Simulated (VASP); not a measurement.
# Tm (Im-3m) in VASP: settings compared, part 3 of 3

VASP 6.6.1. The steps go on from the part before.

### Step 5. Electric field gradients, PBEsol+rVV10+U, collinear spin, random start

File INCAR:

```
PREC = Accurate ; ENCUT = 520
EDIFF = 1E-8 ; ISMEAR = 0
SIGMA = 0.1 ; LREAL = F
LASPH = T ; NELM = 120
ALGO = Normal ; ISIF = 2
LWAVE = F ; LCHARG = F
ISPIN = 2 ; MAGMOM = 0.53 0.29
LORBIT = 11 ; LMAXMIX = 6
LDAU = T ; LDAUTYPE = 2
LDAUL = 3 ; LDAUU = 8
LDAUJ = 0.5 ; LDAUPRINT = 1
GGA = PS ; LUSE_VDW = T
IVDW_NL = 2 ; BPARAM = 20.0
CPARAM = 0.0093 ; LEFG = T
```

File Tm.cif:

```cif
data_Tm
_cell_length_a 3.94109989
_cell_length_b 3.94109989
_cell_length_c 3.94109989
_cell_angle_alpha 90.00000000
_cell_angle_beta 90.00000000
_cell_angle_gamma 90.00000000
_space_group_name_H-M_alt 'Im-3m'
_space_group_name_Hall '-I 4 2 3'
_space_group_IT_number 229
loop_
_space_group_symop_operation_xyz
'x,y,z'
'-x,-y,-z'
'-y,x,z'
'y,-x,-z'
'-x,-y,z'
'x,y,-z'
'y,-x,z'
'-y,x,-z'
'x,-y,-z'
'-x,y,z'
'-y,-x,-z'
'y,x,z'
'-x,y,-z'
'x,-y,z'
'y,x,-z'
'-y,-x,z'
'z,x,y'
'-z,-x,-y'
'z,-y,x'
'-z,y,-x'
'z,-x,-y'
'-z,x,y'
'z,y,-x'
'-z,-y,x'
'-z,x,-y'
'z,-x,y'
'-z,-y,-x'
'z,y,x'
'-z,-x,y'
'z,x,-y'
'-z,y,x'
'z,-y,-x'
'y,z,x'
'-y,-z,-x'
'x,z,-y'
'-x,-z,y'
'-y,z,-x'
'y,-z,x'
'-x,z,y'
'x,-z,-y'
'-y,-z,x'
'y,z,-x'
'-x,-z,-y'
'x,z,y'
'y,-z,-x'
'-y,z,x'
'x,-z,y'
'-x,z,-y'
'x+1/2,y+1/2,z+1/2'
'-x+1/2,-y+1/2,-z+1/2'
'-y+1/2,x+1/2,z+1/2'
'y+1/2,-x+1/2,-z+1/2'
'-x+1/2,-y+1/2,z+1/2'
'x+1/2,y+1/2,-z+1/2'
'y+1/2,-x+1/2,z+1/2'
'-y+1/2,x+1/2,-z+1/2'
'x+1/2,-y+1/2,-z+1/2'
'-x+1/2,y+1/2,z+1/2'
'-y+1/2,-x+1/2,-z+1/2'
'y+1/2,x+1/2,z+1/2'
'-x+1/2,y+1/2,-z+1/2'
'x+1/2,-y+1/2,z+1/2'
'y+1/2,x+1/2,-z+1/2'
'-y+1/2,-x+1/2,z+1/2'
'z+1/2,x+1/2,y+1/2'
'-z+1/2,-x+1/2,-y+1/2'
'z+1/2,-y+1/2,x+1/2'
'-z+1/2,y+1/2,-x+1/2'
'z+1/2,-x+1/2,-y+1/2'
'-z+1/2,x+1/2,y+1/2'
'z+1/2,y+1/2,-x+1/2'
'-z+1/2,-y+1/2,x+1/2'
'-z+1/2,x+1/2,-y+1/2'
'z+1/2,-x+1/2,y+1/2'
'-z+1/2,-y+1/2,-x+1/2'
'z+1/2,y+1/2,x+1/2'
'-z+1/2,-x+1/2,y+1/2'
'z+1/2,x+1/2,-y+1/2'
'-z+1/2,y+1/2,x+1/2'
'z+1/2,-y+1/2,-x+1/2'
'y+1/2,z+1/2,x+1/2'
'-y+1/2,-z+1/2,-x+1/2'
'x+1/2,z+1/2,-y+1/2'
'-x+1/2,-z+1/2,y+1/2'
'-y+1/2,z+1/2,-x+1/2'
'y+1/2,-z+1/2,x+1/2'
'-x+1/2,z+1/2,y+1/2'
'x+1/2,-z+1/2,-y+1/2'
'-y+1/2,-z+1/2,x+1/2'
'y+1/2,z+1/2,-x+1/2'
'-x+1/2,-z+1/2,-y+1/2'
'x+1/2,z+1/2,y+1/2'
'y+1/2,-z+1/2,-x+1/2'
'-y+1/2,z+1/2,x+1/2'
'x+1/2,-z+1/2,y+1/2'
'-x+1/2,z+1/2,-y+1/2'
loop_
_atom_site_label
_atom_site_type_symbol
_atom_site_symmetry_multiplicity
_atom_site_Wyckoff_symbol
_atom_site_fract_x
_atom_site_fract_y
_atom_site_fract_z
_atom_site_occupancy
Tm1 Tm 2 a 0.0000000000 0.0000000000 0.0000000000 1
```

File KPOINTS:

```
regular mesh
0
Gamma
  7 7 7
```

File POSCAR:

```
Tm
 1.0000000000000000
     3.9410998899999998    0.0000000000000000    0.0000000000000000
     0.0000000000000000    3.9410998899999998    0.0000000000000000
     0.0000000000000000    0.0000000000000000    3.9410998899999998
 Tm 
   2
Cartesian
  0.0000000000000000  0.0000000000000000  0.0000000000000000
  1.9705499449999999  1.9705499449999999  1.9705499449999999
```

Potentials or basis: VASP PAW PBE potentials, release 64 (Tm_3), 4f in core.

On the command line:

```console
$ ase convert -i cif -o vasp Tm.cif POSCAR
$ cat potpaw_PBE.64/Tm_3/POTCAR > POTCAR
$ mpirun -np 1 vasp_std > vasp.out
```

OUTCAR:

```text
PREC = Accurate
   ENCUT = 520
   EDIFF = 1E-8
   ISMEAR = 0
   LREAL = F
   LASPH = T
   NELM = 120
   ISIF = 2
   ISPIN = 2
   LORBIT = 11
   GGA = PS
   IVDW_NL = 2
   BPARAM = 20.0

 ion  position               nearest neighbor table
   1  0.000  0.000  0.000-   2 3.41   2 3.41   2 3.41   2 3.41   2 3.41   2 3.41   2 3.41   2 3.41

   2  0.500  0.500  0.500-   1 3.41   1 3.41   1 3.41   1 3.41   1 3.41   1 3.41   1 3.41   1 3.41

  LATTYP: Found a simple cubic cell.
 ALAT       =     3.9410998900

  Lattice vectors:

 A1 = (   3.9410998900,   0.0000000000,   0.0000000000)
 A2 = (   0.0000000000,   3.9410998900,   0.0000000000)
 A3 = (   0.0000000000,   0.0000000000,   3.9410998900)

Analysis of symmetry for initial positions (statically):
=====================================================================
 Subroutine PRICEL returns following result:

  LATTYP: Found a body centered cubic cell.
 ALAT       =     3.9410998900

  Lattice vectors:

 A1 = (   1.9705499450,   1.9705499450,  -1.9705499450)
 A2 = (  -1.9705499450,   1.9705499450,   1.9705499450)
 A3 = (   1.9705499450,  -1.9705499450,   1.9705499450)

   2 primitive cells build up your supercell.

 Routine SETGRP: Setting up the symmetry group for a
 simple cubic supercell.

 Subroutine GETGRP returns: Found 48 space group operations
 (whereof 48 operations were pure point group operations)
[... 937 lines left out ...]

  FORCE on cell =-STRESS in cart. coord.  units (eV):
  Direction    XX          YY          ZZ          XY          YZ          ZX
  --------------------------------------------------------------------------------------
  -------------------------------------------------------------------------------------
  Total       -1.0823448     -1.0823448     -1.0823448      0.0000000     -0.0000000      0.0000000
  in kB      -28.3285213    -28.3285213    -28.3285213      0.0000000     -0.0000000      0.0000000
  external PRESSURE =     -28.3285213 kB  Pullay stress =       0.0000000 kB

 VOLUME and BASIS-vectors are now :
 -----------------------------------------------------------------------------
  energy-cutoff  :      520.00
  volume of cell :       61.21
      direct lattice vectors                 reciprocal lattice vectors
     3.941099890  0.000000000  0.000000000     0.253736274  0.000000000  0.000000000
     0.000000000  3.941099890  0.000000000     0.000000000  0.253736274  0.000000000
     0.000000000  0.000000000  3.941099890     0.000000000  0.000000000  0.253736274

 POSITION                                       TOTAL-FORCE (eV/Angst)
 -----------------------------------------------------------------------------------
      0.00000      0.00000      0.00000         0.000000      0.000000      0.000000
      1.97055      1.97055      1.97055         0.000000      0.000000      0.000000
 -----------------------------------------------------------------------------------
    total drift:                                0.000000      0.000000     -0.000000

  FREE ENERGIE OF THE ION-ELECTRON SYSTEM (eV)
  ---------------------------------------------------
  free  energy   TOTEN  =        -9.2565219003 eV

  energy  without entropy=       -9.2331594257  energy(sigma->0) =       -9.24484066

 Electric field gradients (V/A^2)
---------------------------------------------------------------------
 ion       V_xx      V_yy      V_zz      V_xy      V_xz      V_yz
---------------------------------------------------------------------
   1      -0.000    -0.000     0.000     0.000     0.000     0.000
   2       0.000    -0.000     0.000     0.000     0.000    -0.000
---------------------------------------------------------------------

 Electric field gradients after diagonalization (V/A^2)
 (convention: |V_zz| > |V_xx| > |V_yy|)
----------------------------------------------------------------------
 ion       V_xx      V_yy      V_zz     asymmetry (V_yy - V_xx)/ V_zz
----------------------------------------------------------------------
   1      -0.000    -0.000     0.000       0.087
   2      -0.000     0.000     0.000       0.257
----------------------------------------------------------------------

           NMR quadrupolar parameters

 Cq : quadrupolar parameter    Cq=e*Q*V_zz/h
 eta: asymmetry parameters     (V_yy - V_xx)/ V_zz
 Q  : nuclear electric quadrupole moment in mb (millibarn)
----------------------------------------------------------------------
 ion       Cq(MHz)       eta       Q (mb)
----------------------------------------------------------------------
   1       0.000       0.087       1.000
   2       0.000       0.257       1.000
----------------------------------------------------------------------

 total charge

# of ion       s       p       d       tot
------------------------------------------
    1        0.538   6.573   1.033   8.144
    2        0.538   6.573   1.033   8.144
--------------------------------------------------
tot          1.076  13.146   2.066  16.288

 magnetization (x)

# of ion       s       p       d       tot
------------------------------------------
    1        0.000  -0.000  -0.000  -0.000
    2        0.000  -0.000  -0.000  -0.000
--------------------------------------------------
tot          0.000  -0.000  -0.000  -0.000
```

It took 51 s on 1 thread of AMD EPYC 9R45 (Zen 5), shared host; peak memory 0.28 GiB.

Results:

- Free energy: -9.2565 eV
- Pressure: -2.8 GPa
- Band gap on the k mesh: none (metal or under the smearing width)
- Net moment: 0.00 μB per cell
- Valence electrons inside the program's atomic spheres: Tm 8.14

Electric field gradients, principal values (V/Å²):
```
atom    Vxx    Vyy    Vzz
1 Tm  0.000  0.000  0.000
2 Tm  0.000  0.000  0.000
```

Eigenvalues of the final occupation matrices:
```tsv
site	spin	trace	eigenvalues
site 1 f	1	0.00	0.00 0.00 0.00 0.00 0.00 0.00 0.00
site 1 f	2	0.00	0.00 0.00 0.00 0.00 0.00 0.00 0.00
site 2 f	1	0.00	0.00 0.00 0.00 0.00 0.00 0.00 0.00
site 2 f	2	0.00	0.00 0.00 0.00 0.00 0.00 0.00 0.00
```

Caveat: the magnetic or orbital state may not be the lowest; U is put on an f shell that these potentials keep in the core, so it has next to no effect; the PAW data sets were made with another functional, which shifts forces and pressure a little; spin-orbit coupling is left out, which moves the levels of the heavy elements; the 4f electrons are frozen in the core as for a trivalent ion, so they carry no moment and show no levels; pairwise dispersion overbinds metals, which lowers pressure and volume. The state reached can hang on the start; a lower one may exist.

### Step 6. Overview

```csv
task,level,potentials or basis,spin,U,fixed moment (μB),cell,k mesh,smearing,supercell matrix,LDAUTYPE,hund's J,gap on the mesh (eV),pressure (GPa),moment (μB)
band structure,BLYP,"VASP PAW PBE potentials, release 64 (Tm_3), 4f in core","collinear, ferrimagnetic start",-,1,as given,10 × 5 × 10,methfessel-paxton 0.2 eV,"[1, 1, 0, -1, 1, 0, 0, 0, 1]",-,-,-,-,1.00
optical spectrum,PBEsol+rVV10,"VASP PAW PBE potentials, release 64 (Tm)","non-collinear, zero start",-,-,volume scaled by 1.04,7 × 7 × 7,gaussian 0.01 eV,-,-,-,none,-1.2,0.00
band structure,RPBE+D3+U,"VASP PAW PBE potentials, release 64 (Tm)","collinear, random start",Tm f U = 4 eV,-,as given,10 × 10 × 10,methfessel-paxton 0.2 eV,-,-,-,-,4.3,1.19
electric field gradients,PBEsol+rVV10+U,"VASP PAW PBE potentials, release 64 (Tm_3), 4f in core","collinear, random start","Tm f U = 8 eV, J = 0.5 eV",-,as given,7 × 7 × 7,gaussian 0.1 eV,-,2,0.5,none,-2.8,0.00
```

Alike in all rows: cutoff (eV) 520.

Caveats: the magnetic or orbital state may not be the lowest; the PAW data sets were made with another functional, which shifts forces and pressure a little; spin-orbit coupling is left out, which moves the levels of the heavy elements; pairwise dispersion overbinds metals, which lowers pressure and volume (some runs); the 4f electrons are frozen in the core as for a trivalent ion, so they carry no moment and show no levels (some runs); the total moment is fixed, so each spin has its own Fermi level (some runs); spectra need much finer meshes, so this one isn't converged (some runs).

Total energies depend on the potentials used, so only differences within one code and one set of settings carry meaning.
